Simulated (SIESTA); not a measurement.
## PtS2 in SIESTA: convergence with k mesh

Input of the first run (k mesh 2 × 2 × 1); the others differ in this setting and in those tied to it:

Contents of run.py:

```python
from ase import Atoms
from ase.calculators.siesta import Siesta
from ase.units import Ry, GPa

atoms = Atoms(
    ['Pt', 'S', 'S'],
    cell=[
        [3.5432, 0.0, 0.0],
        [-1.7716, 3.0685012107, 0.0],
        [0.0, 0.0, 5.0388],
    ],
    scaled_positions=[
        [-0.000574, -0.00651, 0.010049],
        [0.667183, 0.331074, 0.771687],
        [0.335064, 0.671482, 0.234354],
    ],
    pbc=True,
)

fdf = {
    'SCFMustConverge': False,
    'OccupationFunction': 'FD',
    'ElectronicTemperature': '0.05 eV',
    'MaxSCFIterations': '120',
    'SCF.Mixer.Method': 'Pulay',
    'SCF.Mixer.Weight': '0.25',
    'SCF.Mixer.History': '8',
    'SCF.DM.Tolerance': '5.0e-05',
    'SCF.H.Tolerance': '1.0e-03 eV',
    'WriteForces': 'true',
    'Charge.Mulliken': 'end',
    'PAO.Basis': ['Pt.1 5', 'n=5 0 2', '  2.732 0.000', 'n=6 0 2', '  7.268 0.000', 'n=5 1 2', '  3.260 0.000', 'n=6 1 1', '  7.268', 'n=5 2 2', '  5.669 0.000'],
}
calc = Siesta(
    label="PtS2",
    command="siesta < PREFIX.fdf > PREFIX.out",
    pseudo_path="pseudos",
    pseudo_qualifier="",
    xc=('GGA', 'PBEsol'),
    basis_set="DZP",
    mesh_cutoff=800 * Ry,
    energy_shift=0.003 * Ry,
    kpts=[2, 2, 1],
    spin="non-polarized",
    fdf_arguments=fdf,
)
atoms.calc = calc

print(f"energy = {atoms.get_potential_energy():.6f} eV")
free = atoms.get_potential_energy(force_consistent=True)
print(f"free energy = {free:.6f} eV")
print("forces (eV/A):")
print(atoms.get_forces(apply_constraint=False).round(6))
print("stress (GPa, Voigt order, tension positive):", (atoms.get_stress() / GPa).round(4))
```

Potentials or basis: PseudoDojo 0.4 standard (PBEsol files), DZP (energy shift 0.003 Ry; two zetas on semicore shells).

Launch:

```sh
$ python run.py
```

The cell isn't the ideal one: atoms moved at random, drawn with an rms of 0.05 Å.

Hardware: 1 thread of Intel(R) Xeon(R) Platinum 8559C (Emerald Rapids) (shared host).

```csv
k mesh,"energy less the tightest run, at zero smearing (meV/atom)",pressure (GPa),largest force (eV/Å),gap on the mesh (eV),SCF cycles,CPU time (s),peak memory (GiB)
2 × 2 × 1,-299.90,2.20,1.090,1.458,10,33,0.33
4 × 4 × 2,-8.78,7.34,1.788,0.892,9,32,0.33
5 × 5 × 3,-2.44,7.48,1.732,1.049,9,32,0.33
6 × 6 × 4,0.78,7.56,1.721,0.788,9,33,0.33
8 × 8 × 4,0.21,7.53,1.714,0.686,9,36,0.33
9 × 9 × 5,0.00,7.53,1.717,0.777,9,37,0.32
11 × 11 × 6,0.00,7.53,1.717,0.582,9,42,0.32
```

Against the tightest run, the energy stays within 1 meV/atom from 6 × 6 × 4 on; the pressure stays within 0.1 GPa from 5 × 5 × 3 on; the largest force stays within 0.005 eV/Å from 6 × 6 × 4 on. Not settled before the last step: the gap on the mesh (to 0.01 eV). Meshes of other sizes hit other points, so gaps and Fermi surfaces needn't settle smoothly. The tightest run that finished is the yardstick and may itself not be fully converged.

Caveat, for the tightest run too: short orbitals over semicore shells can move pressures by several GPa; spin-orbit coupling is left out, which moves the levels of the heavy elements; an odd mesh through Γ misses points on the zone boundary, where band edges often lie; the basis of atomic orbitals isn't converged, which shifts pressures, moduli and gaps.
